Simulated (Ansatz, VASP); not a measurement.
One calculation of Tl, two programs

```
Tl
1.0
     1.76224    1.01743    8.66266
    -1.76224    1.01743    8.66266
     0.00000   -2.03486    8.66266
Tl
3
Cartesian
  0.0000 0.0000 0.0000
  0.0000 0.0000 20.2190
  0.0000 0.0000 5.7690
```

Alike in both runs: task single point; functional PBE; k mesh 6 × 6 × 6; occupations gaussian, width 0.1 eV; no spin polarisation.

|  | VASP | Ansatz |
| --- | --- | --- |
| version | VASP 6.6.1 | Ansatz 0.2.0 |
| potentials or method | VASP PAW PBE potentials, release 64 (Tl_d) | scalar-relativistic, plane waves, PAW |
| plane-wave cutoff (eV) | 520 | 420 |
| valence electrons in the cell | 39 | 39 |

|  | VASP | Ansatz | Ansatz less VASP |
| --- | --- | --- | --- |
| gap on the k mesh at the Fermi level (eV) | none | none | - |
| pressure (GPa) | 0.0 | 0.0 | +0.06 |
| largest component of the traceless stress (GPa) | 0.55 | 0.55 | +0.001 |
| rms of the force components (eV/Å) | 0.031 | 0.031 | -0.0001 |

Atom by atom the forces differ by 0.000 eV/Å (rms over components). A gap of «none» marks a metal or a gap that the smearing closes.

Spin-orbit coupling is left out, which matters for the levels of Tl.
